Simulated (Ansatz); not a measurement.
# AlN (P6_3mc)

Level of theory: DFT PBE, scalar-relativistic, plane waves, PAW (Ansatz 0.2.0).

Plane waves to 420 eV, a k mesh through Γ of 12×12×6 on the computed 4-atom cell and Gaussian smearing (0.02 eV); no spin polarisation.

The structure is relaxed at this level of theory with its symmetry kept.

```cif
data_structure
_symmetry_space_group_name_H-M 'P6_3mc'
_symmetry_Int_Tables_number 186
_cell_length_a 3.1302
_cell_length_b 3.1302
_cell_length_c 5.0180
_cell_angle_alpha 90.000
_cell_angle_beta 90.000
_cell_angle_gamma 120.000
_cell_volume 42.58
loop_
_atom_site_label
_atom_site_type_symbol
_atom_site_symmetry_multiplicity
_atom_site_Wyckoff_symbol
_atom_site_fract_x
_atom_site_fract_y
_atom_site_fract_z
_atom_site_occupancy
Al1 Al 2 b 0.33333 0.66667 0.99923 1
N1 N 2 b 0.33333 0.66667 0.38077 1
```

* Space group: P6_3mc (No. 186)
* Volume per atom: 10.65 Å³
* Formation energy from the elements' standard states (uncorrected): -1.368 eV/atom
* Kohn–Sham band gap: 4.03 eV
* Löwdin character of the top 1 eV of the valence band: N 2p 91 %, Al 3p 7 %
* Löwdin character of the lowest 1 eV of the conduction band: N 2s 36 %, Al 3p 25 %, Al 3s 25 %, N 2p 8 %, unprojected 5 %
* Bader charges (e): Al (2 in the cell) 2.43, N (2 in the cell) -2.43